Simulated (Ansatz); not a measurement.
Defect calculation, host Te2Mo

Method: Ansatz 0.2.0, DFT PBE+D3(BJ), scalar-relativistic, plane waves, PAW. (420 eV cutoff, 2×2×2 k-mesh, Gaussian smearing of 0.01 eV, collinear spin in charge 0 alone)

Host crystal, relaxed:

```yaml
crystal:
  lattice:
    - [3.49697, 0.00000, 0.00000]
    - [-1.74849, 3.02847, 0.00000]
    - [0.00000, 0.00000, 13.70217]
  atoms:
    - { symbol: Te, position: [0.33333, 0.66667, 0.11737] }
    - { symbol: Te, position: [0.66667, 0.33333, 0.61742] }
    - { symbol: Te, position: [0.66667, 0.33333, 0.88263] }
    - { symbol: Te, position: [0.33333, 0.66667, 0.38258] }
    - { symbol: Mo, position: [0.33333, 0.66667, 0.75002] }
    - { symbol: Mo, position: [0.66667, 0.33333, 0.24998] }
```

Supercell of 42 atoms, rows in host cell vectors: -1 -3 0; 3 2 0; 0 0 1. Atoms relax at the host's cell, keeping the symmetry that the supercell leaves at the site. The cell is small, so energies carry finite-size errors of tenths of an eV. The host's Kohn–Sham gap is 0.60 eV. Atoms are taken from and returned to the elements' standard states. Charged cells are corrected for image charges with the computed static dielectric tensor (mean 19.4) and aligned with the host's potential at far atoms (alignment terms reach 0.21 eV; the program doubts the alignment in some charges, where it is up to 0.21 eV). No band-filling term is added, and the Fermi level counts from the host's valence band top.

Spin-orbit coupling is left out, which matters for the bands and energies of heavy elements. Starting moments were lost in some runs.

The defect is an interstitial at (0.000, 0.000, 0.179) of the host cell.

```json
{"charge": "+1", "E_f at the valence band top (eV)": "-0.07", "over the neutral state (eV)": "-0.54", "moment (μB)": "0.00", "largest move (Å)": "0.98", "atoms near the site": "3 Mo at 1.98 Å"}
{"charge": "0", "E_f at the valence band top (eV)": "0.47", "over the neutral state (eV)": "0.00", "moment (μB)": "0.12", "largest move (Å)": "0.96", "atoms near the site": "3 Mo at 1.98 Å"}
{"charge": "-1", "E_f at the valence band top (eV)": "1.13", "over the neutral state (eV)": "0.66", "moment (μB)": "0.00", "largest move (Å)": "0.98", "atoms near the site": "3 Mo at 1.98 Å"}
```

Among the charges computed the stable one is +1 at the valence band top, changing to 0 at 0.54 eV. In charge -1 the extra carrier would gain by moving to a band edge of the host, so it isn't bound in the gap, though by less than the errors named above. In charge 0, -1 the cell has partly filled bands: a level of the defect may be part filled, the carrier may sit in the host's bands, or levels may cross between the k points, so transitions that involve it are doubtful. Other sites of the defect weren't tried. Fractional moments come from partly filled bands of the small cell.

Q: Which element is it? Judge by the nearest distance in charge 0 and covalent radii.
A. Co
B. Ru
C. H
D. Al
E. Mo

A: C. The nearest neighbour is Mo at 1.98 Å, and the summed covalent radii with Mo are 2.75 Å for Al, 2.80 Å for Co, 1.85 Å for H, 3.08 Å for Mo, 3.00 Å for Ru, so H fits best. Bonds can miss such sums by a tenth of an ångström or more.